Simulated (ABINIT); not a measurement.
# Co (P6_3/mmc) in ABINIT: further runs

The runs below take Co through relaxation of cell and atoms, single point, with PBEsol.

Program: ABINIT 10.8.3 (patched build). These are calculated values, not measurements. Logs are shortened: lines on timing, memory, paths and dates and some standing lists are left out, and cuts for length are marked. The log counts tension as positive stress, the text compression.

### 1 Starting point

Symmetry: P6_3/mmc, No. 194, hexagonal system. The conventional cell has a = 2.472 Å, b = 2.472 Å, c = 4.021 Å, α = 90.00°, β = 90.00°, γ = 120.00°. Co (site symmetry -6m2) is surrounded by 12 Co at 2.47 Å.

### 2 Relaxation of cell and atoms, PBEsol, collinear spin, ferromagnetic start

The input, run.abi:

```
pp_dirpath "./"
pseudos "Co.upf"

acell 2.4719999032 2.4719999032 4.02114408 Angstrom
rprim
     1.0000000000     0.0000000000     0.0000000000
    -0.5000000000     0.8660254038     0.0000000000
     0.0000000000     0.0000000000     1.0000000000
ntypat 1
znucl 27
natom 2
typat 1 1
chkprim 0
chksymtnons 0
tolsym 1.0e-6
xred
            2/3            1/3            3/4
            1/3            2/3            1/4

ecut 1306.146540 eV
ecutsm 0.5

kptopt 1
ngkpt 9 9 5
nshiftk 1
shiftk 0.0 0.0 0.0

ixc -116133

nband 22
occopt 3
tsmear 0.05 eV

nsppol 2
spinat
     0.0000000000     0.0000000000     2.0000000000
     0.0000000000     0.0000000000     2.0000000000

nstep 80
tolvrs 1.0e-12

iomode 3
prteig 0
prtebands 0
prtwf 0
prtden 0

ionmov 2
optcell 2
ntime 50
tolmxf 2.0e-5
dilatmx 1.08
```

Potentials or basis: PseudoDojo NC SR PBEsol v0.4.1 standard.

The run is started by

```console
mpirun --bind-to none -np 4 abinit run.abi > log 2>&1
```

run.abo:

```text
.Version 10.8.3 of ABINIT
 Symmetries : space group P6_3/m m c (#194); Bravais hP (primitive hexag.)
================================================================================
 Values of the parameters that define the memory need of the present run
     intxc =       0    ionmov =       2      iscf =       7    lmnmax =       6
     lnmax =       6     mgfft =      54  mpssoang =       3    mqgrid =    3001
     natom =       2  nloc_mem =       1    nspden =       2   nspinor =       1
    nsppol =       2      nsym =      24    n1xccc =    2501    ntypat =       1
    occopt =       3   xclevel =       2
       mpw =        2898          nfft =       55296          nkpt =          36
================================================================================
================================================================================

--------------------------------------------------------------------------------
------------- Echo of variables that govern the present computation ------------
--------------------------------------------------------------------------------
 -outvars: echo values of preprocessed input variables --------
            acell      4.6714028003E+00  4.6714028003E+00  7.5988610240E+00 Bohr
              amu      5.89332000E+01
          chkprim           0
      chksymtnons           0
          dilatmx      1.08000000E+00
             ecut      4.80000000E+01 Hartree
           ecutsm      5.00000000E-01 Hartree
           ionmov           2
              ixc     -116133
         kptrlatt        9    0    0      0    9    0      0    0    5
          kptrlen      3.79943051E+01
            natom           2
            nband          22
            ngfft          32      32      54
             nkpt          36
           nspden           2
           nsppol           2
            nstep          80
             nsym          24
            ntime          50
           ntypat           1
           occopt           3
          optcell           2
           prtden           0
        prtebands           0
           prteig           0
            prtwf           0
            rprim      1.0000000000E+00  0.0000000000E+00  0.0000000000E+00
                      -5.0000000000E-01  8.6602540380E-01  0.0000000000E+00
                       0.0000000000E+00  0.0000000000E+00  1.0000000000E+00
          spgroup         194
           spinat      0.0000000000E+00  0.0000000000E+00  2.0000000000E+00
                       0.0000000000E+00  0.0000000000E+00  2.0000000000E+00
           tolmxf      2.00000000E-05
           tolsym      1.00000000E-06
           tolvrs      1.00000000E-12
           tsmear      1.83746611E-03 Hartree
            typat      1  1
           xangst      1.2359999516E+00  7.1360490479E-01  3.0158580600E+00
                       5.2037142008E-17  1.4272098096E+00  1.0052860200E+00
            xcart      2.3357014002E+00  1.3485178322E+00  5.6991457680E+00
                       9.8335946769E-17  2.6970356643E+00  1.8997152560E+00
             xred      6.6666666667E-01  3.3333333333E-01  7.5000000000E-01
                       3.3333333333E-01  6.6666666667E-01  2.5000000000E-01
            znucl       27.00000

================================================================================

 chkinp: Checking input parameters for consistency.

================================================================================
== DATASET  1 ==================================================================

--- !DatasetInfo
iteration_state: {dtset: 1, }
dimensions: {natom: 2, nkpt: 36, mband: 22, nsppol: 2, nspinor: 1, nspden: 2, mpw: 2898, }
cutoff_energies: {ecut:  48.0, pawecutdg:  -1.0, }
electrons: {nelect:   3.40000000E+01, charge:   0.00000000E+00, occopt:   3.00000000E+00, tsmear:   1.83746611E-03, }
meta: {optdriver: 0, ionmov: 2, optcell: 2, iscf: 7, paral_kgb: 0, }
...

 Real(R)+Recip(G) space primitive vectors, cartesian coordinates (Bohr,Bohr^-1):
 R(1)=  4.6714028  0.0000000  0.0000000  G(1)=  0.2140685  0.1235925  0.0000000
 R(2)= -2.3357014  4.0455535  0.0000000  G(2)=  0.0000000  0.2471850  0.0000000
 R(3)=  0.0000000  0.0000000  7.5988610  G(3)=  0.0000000  0.0000000  0.1315987
 Unit cell volume ucvol=  1.4360639E+02 bohr^3
 Angles (23,13,12)=  9.00000000E+01  9.00000000E+01  1.20000000E+02 degrees

 getcut: wavevector=  0.0000  0.0000  0.0000  ngfft=  32  32  54
         ecut(hartree)=     55.987   => boxcut(ratio)=   2.03373

--- Pseudopotential description ------------------------------------------------
- pspini: atom type   1  psp file is ./Co.upf
  27.00000  17.00000  180301                  znucl, zion, pspdat
12 -116133 2 -1 1388                          pspcod,pspxc,lmax,lloc,mmax
     nproj     2     2     2

   1.27793307E+03                                ecore*ucvol(ha*bohr**3)
--------------------------------------------------------------------------------

================================================================================

=== [ionmov= 2] Broyden-Fletcher-Goldfarb-Shanno method (forces)
================================================================================

--- Iteration: ( 1/50) Internal Cycle: (1/1)
--------------------------------------------------------------------------------

---SELF-CONSISTENT-FIELD CONVERGENCE--------------------------------------------

--- !BeginCycle
iteration_state: {dtset: 1, itime: 1, icycle: 1, }
solver: {iscf: 7, nstep: 80, nline: 4, wfoptalg: 0, }
tolerances: {tolvrs: 1.00E-12, }
...
[... 595 lines left out ...]
  4.63204186189026E+00  0.00000000000000E+00  0.00000000000000E+00
 -2.31602093094513E+00  4.01146592386202E+00  0.00000000000000E+00
  0.00000000000000E+00  0.00000000000000E+00  7.50732502564270E+00
 Unitary Cell Volume (ucvol) [Bohr^3]=  1.39495693990024E+02
 Angles (23,13,12)= [degrees]
  9.00000000000000E+01  9.00000000000000E+01  1.19999999999554E+02
 Lengths [Bohr]
  4.63204186189026E+00  4.63204186195268E+00  7.50732502564270E+00
 Stress tensor in cartesian coordinates (strten) [Ha/bohr^3]
  4.92007028313202E-08  0.00000000000000E+00  0.00000000000000E+00
  0.00000000000000E+00  4.91983427330922E-08  0.00000000000000E+00
  0.00000000000000E+00  0.00000000000000E+00  6.19017458125537E-08
 Total energy (etotal) [Ha]= -3.05658071876224E+02

 Difference of energy with previous step (new-old):
           Absolute (Ha)=-1.92523E-09
           Relative     =-6.29864E-12

 At Broyd/MD step   6, gradients are converged :
  max grad (force/stress) = 6.1902E-06 < tolmxf= 2.0000E-05 ha/bohr (free atoms)

================================================================================

 ----iterations are completed or convergence reached----

 Mean square residual over all n,k,spin=   53.233E-16; max=  26.049E-13
 reduced coordinates (array xred) for    2 atoms
       0.666666666667      0.333333333333      0.750000000000
       0.333333333333      0.666666666667      0.250000000000
 rms dE/dt=  5.8168E-28; max dE/dt=  5.3853E-28; dE/dt below (all hartree)
    1       0.000000000000     -0.000000000000      0.000000000000
    2      -0.000000000000      0.000000000000      0.000000000000

 cartesian coordinates (angstrom) at end:
    1      1.22558549579906     0.70759211592720     2.97952898678757
    2     -0.00000000000000     1.41518423185441     0.99317632892919

 cartesian forces (hartree/bohr) at end:
    1     -0.00000000000000     0.00000000000000    -0.00000000000000
    2      0.00000000000000    -0.00000000000000    -0.00000000000000
 frms,max,avg= 1.0253318E-28 1.7439254E-28   0.000E+00  0.000E+00  0.000E+00 h/b

 cartesian forces (eV/Angstrom) at end:
    1     -0.00000000000000     0.00000000000000    -0.00000000000000
    2      0.00000000000000    -0.00000000000000    -0.00000000000000
 frms,max,avg= 5.2724680E-27 8.9676252E-27   0.000E+00  0.000E+00  0.000E+00 e/A
 length scales=  4.632041861890  4.632041861953  7.507325025643 bohr
              =  2.451170991598  2.451170991631  3.972705315717 angstroms
 Fermi (or HOMO) energy (hartree) =   0.47145   Average Vxc (hartree)=  -0.54094
 Magnetization (Bohr magneton)=  3.04676481E+00
 Total spin up =  1.85233824E+01   Total spin down =  1.54766176E+01
 Eigenvalues (hartree) for nkpt=  36  k points, SPIN UP:
 kpt#   1, nband= 22, wtk=  0.00247, kpt=  0.0000  0.0000  0.0000 (reduced coord)
  -3.04382   -3.04120   -1.70737   -1.69466   -1.69466   -1.69282   -1.69258   -1.69258
   0.12829    0.27152    0.37227    0.37379    0.37379    0.38639    0.38639    0.40061
   0.40061    0.44466    0.44466    0.46179    0.71865    1.28664
      occupation numbers for kpt#   1
   1.00000    1.00000    1.00000    1.00000    1.00000    1.00000    1.00000    1.00000
   1.00000    1.00000    1.00000    1.00000    1.00000    1.00000    1.00000    1.00000
   1.00000    1.00000    1.00000    0.99482    0.00000    0.00000
 prteigrs : prtvol=0 or 1, do not print more k-points.

 Eigenvalues (hartree) for nkpt=  36  k points, SPIN DOWN:
 kpt#   1, nband= 22, wtk=  0.00247, kpt=  0.0000  0.0000  0.0000 (reduced coord)
  -2.98371   -2.98096   -1.64408   -1.63125   -1.63125   -1.62906   -1.62906   -1.62859
   0.12799    0.30454    0.42984    0.43122    0.43122    0.44573    0.44573    0.46015
   0.46334    0.46334    0.51148    0.51148    0.75351    1.27938
      occupation numbers for kpt#   1
   1.00000    1.00000    1.00000    1.00000    1.00000    1.00000    1.00000    1.00000
   1.00000    1.00000    1.00000    1.00000    1.00000    1.00000    1.00000    0.99787
   0.98805    0.98805    0.00000    0.00000    0.00000    0.00000
 prteigrs : prtvol=0 or 1, do not print more k-points.

--- !EnergyTerms
iteration_state     : {dtset: 1, itime: 6, icycle: 1, }
comment             : Components of total free energy in Hartree
kinetic             :  1.35324530609782E+02
hartree             :  7.30771902100863E+01
xc                  : -5.56599768775994E+01
Ewald energy        : -2.02770635151629E+02
psp_core            :  9.16109332339621E+00
local_psp           : -2.26971427675690E+02
non_local_psp       : -3.78182420335217E+01
internal            : -3.05657467595176E+02
'-kT*entropy'       : -6.04281047895580E-04
total_energy        : -3.05658071876224E+02
total_energy_eV     : -8.31737985302575E+03
band_energy         : -2.52634352210217E+01
...

 Cartesian components of stress tensor (hartree/bohr^3)
  sigma(1 1)=  4.92007028E-08  sigma(3 2)=  0.00000000E+00
  sigma(2 2)=  4.91983427E-08  sigma(3 1)=  0.00000000E+00
  sigma(3 3)=  6.19017458E-08  sigma(2 1)=  0.00000000E+00

-Cartesian components of stress tensor (GPa)         [Pressure= -1.5721E-03 GPa]
- sigma(1 1)=  1.44753465E-03  sigma(3 2)=  0.00000000E+00
- sigma(2 2)=  1.44746522E-03  sigma(3 1)=  0.00000000E+00
- sigma(3 3)=  1.82121224E-03  sigma(2 1)=  0.00000000E+00

== END DATASET(S) ==============================================================
================================================================================

 -outvars: echo values of variables after computation  --------
            acell      4.6320418619E+00  4.6320418620E+00  7.5073250256E+00 Bohr
           etotal     -3.0565807188E+02
            fcart     -1.7439254459E-28  3.3561860854E-29 -0.0000000000E+00
                       1.7439254459E-28 -3.3561860854E-29 -0.0000000000E+00
            rprim      1.0000000000E+00  0.0000000000E+00  0.0000000000E+00
                      -4.9999999999E-01  8.6602540379E-01  0.0000000000E+00
                       0.0000000000E+00  0.0000000000E+00  1.0000000000E+00
           strten      4.9200702831E-08  4.9198342733E-08  6.1901745813E-08
                       0.0000000000E+00  0.0000000000E+00  0.0000000000E+00
           xangst      1.2255854958E+00  7.0759211593E-01  2.9795289868E+00
                      -2.4755171944E-17  1.4151842319E+00  9.9317632893E-01
             xred      6.6666666667E-01  3.3333333333E-01  7.5000000000E-01
                       3.3333333333E-01  6.6666666667E-01  2.5000000000E-01
 Calculation completed.
```

Wall time 2.7 min (4 MPI ranks of Arm Neoverse V2, shared host); peak memory 0.36 GiB.

Results:

```yaml
Free_energy: -8317.3799 eV
Relaxed_volume: 10.34 Å³/atom
Relaxed_cell: a = 2.451 Å, b = 2.451 Å, c = 3.973 Å, α = 90.00°, β = 90.00°, γ = 120.00°
Space_group_after_relaxing_to_0.05_Å: P6_3/mmc (No. 194)
Energy_gained_by_relaxing: 6.8 meV/atom
Ionic_steps: 6
Pressure_after_relaxing: 0.0 GPa
Band_gap_on_the_k_mesh: none (metal or under the smearing width)
Net_moment: 3.05 μB per cell
Site_moments: Co +1.60 μB
```

The path:
| step | energy change (eV) | largest force (eV/Å) | pressure (GPa) | volume (Å³) |
| --- | --- | --- | --- | --- |
| 1 | 0.0000 | 0.0000 | -6.86 | 21.28 |
| 2 | -0.0124 | 0.0000 | -1.98 | 20.84 |
| 3 | -0.0135 | 0.0000 | 0.12 | 20.66 |
| 4 | -0.0136 | 0.0000 | 0.03 | 20.67 |
| 5 | -0.0136 | 0.0000 | -0.01 | 20.67 |
| 6 | -0.0136 | 0.0000 | 0.00 | 20.67 |

Final structure:
```
Co
1.0
     2.45117    0.00000    0.00000
    -1.22559    2.12278    0.00000
     0.00000    0.00000    3.97271
Co
2
Direct
  0.66667 0.33333 0.75000
  0.33333 0.66667 0.25000
```

### 3 Single point, PBEsol, collinear spin, ferromagnetic start (cell relaxed)

The input, run.abi:

```
pp_dirpath "./"
pseudos "Co.upf"

acell 3*1.0 Angstrom
rprim
     2.4511709900     0.0000000000     0.0000000000
    -1.2255855000     2.1227763500     0.0000000000
     0.0000000000     0.0000000000     3.9727053200
ntypat 1
znucl 27
natom 2
typat 1 1
xred
     0.6666666700     0.3333333300     0.7500000000
     0.3333333300     0.6666666700     0.2500000000
chkprim 0
chksymtnons 0
tolsym 1.0e-6

ecut 48.0

kptopt 1
ngkpt 9 9 5
nshiftk 1
shiftk 0.0 0.0 0.0

ixc -116133

nband 22
occopt 3
tsmear 0.05 eV

nsppol 2
spinat
     0.0000000000     0.0000000000     2.0000000000
     0.0000000000     0.0000000000     2.0000000000

nstep 100
tolvrs 1.0e-10

iomode 3
prtwf 0
prtden 0
prteig 0
prtebands 0
enunit 2
```

Potentials or basis: PseudoDojo NC SR PBEsol v0.4.1 standard.

The run is started by

```console
mpirun --bind-to none -np 4 abinit run.abi > log 2>&1
```

It took 26 s on 4 MPI ranks of Arm Neoverse V2, shared host; peak memory 0.32 GiB.

The run converged. Its results:

```
Free energy                                           : -8317.3799 eV
Pressure                                              : -0.1 GPa
Band gap on the k mesh                                : none (metal or under the smearing width)
Net moment                                            : 3.05 μB per cell
Site moments                                          : Co +1.60 μB
Valence electrons inside the program's atomic spheres : Co 15.29 (radii [1.0584] Å)
```

Levels at points of the mesh, in eV from the Fermi level:
Spin up:
```
           k point  band 14  band 15  band 16  band 17  band 18  band 19  band 20  band 21  band 22
(0.00, 0.00, 0.00)    -2.31    -2.31    -1.93    -1.93    -0.73    -0.73    -0.26     6.73    22.18
```
Spin down:
```csv
k point,band 12,band 13,band 14,band 15,band 16,band 17,band 18,band 19
"(0.00, 0.00, 0.00)",-1.09,-1.09,-0.70,-0.70,-0.31,-0.22,-0.22,1.09
```
